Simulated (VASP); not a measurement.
# PtS2: single point with r2SCAN

Crystal: PtS2.

```
Pt S
1.0
     1.76444    1.01870    5.64345
    -1.76444    1.01870    5.64345
     0.00000   -2.03740    5.64345
Pt S
1 2
Direct
  0.00000 0.00000 0.00000
  0.25976 0.25976 0.25976
  0.74024 0.74024 0.74024
```

The cell was built by a generator and needn't be a form met in nature.

The cell isn't the ideal one: uniaxial_z strain +2.2%.

* Program: VASP 6.6.1
* Task: single point
* Functional: r2SCAN
* Potentials or basis: VASP PAW PBE potentials, release 64 (Pt, S)
* Cutoff: 520 eV
* k mesh: 8 × 8 × 8
* Occupations: gaussian, width 0.01 eV
* Spin: no spin polarisation
* Dipole correction: no
* Further INCAR settings: ALGO = Normal; EDIFF = 1e-06; NBANDS = 18

The pressure is 0.7 GPa. The largest force is 0.045 eV/Å and the band gap on the k mesh is 1.34 eV, indirect (least direct gap 1.49 eV).

Forces in eV/Å, atoms in the order of the input:
```
Pt   0.000  0.000  0.000
S    0.000  0.000  0.045
S    0.000  0.000 -0.045
```

Stress tensor (GPa, compression positive):
```
0.81 0.00 0.00
0.00 0.81 0.00
0.00 0.00 0.35
```

Levels at points of the mesh, in eV from the valence-band top:
| k point | band 9 | band 10 | band 11 | band 12 | band 13 | band 14 |
| --- | --- | --- | --- | --- | --- | --- |
| (0.00, 0.00, 0.00) | -0.55 | -0.55 | -0.12 | 3.03 | 3.03 | 6.10 |
| (0.50, 0.00, 0.00) | -2.31 | -2.12 | -2.11 | 2.45 | 2.67 | 6.38 |
| (0.50, 0.50, 0.00) | -2.47 | -2.18 | -1.64 | 3.04 | 3.12 | 4.88 |
| (0.50, 0.50, 0.50) | -0.92 | -0.67 | -0.67 | 3.15 | 3.15 | 6.39 |

Run time: 7.1 min on 1 thread of Intel(R) Xeon(R) Platinum 8488C (Sapphire Rapids) (shared host), peak memory 0.39 GiB.

Caveat: the PAW data sets were made with another functional, which shifts forces and pressure a little; spin-orbit coupling is left out, which moves the levels of the heavy elements. A k mesh can miss the band edges.
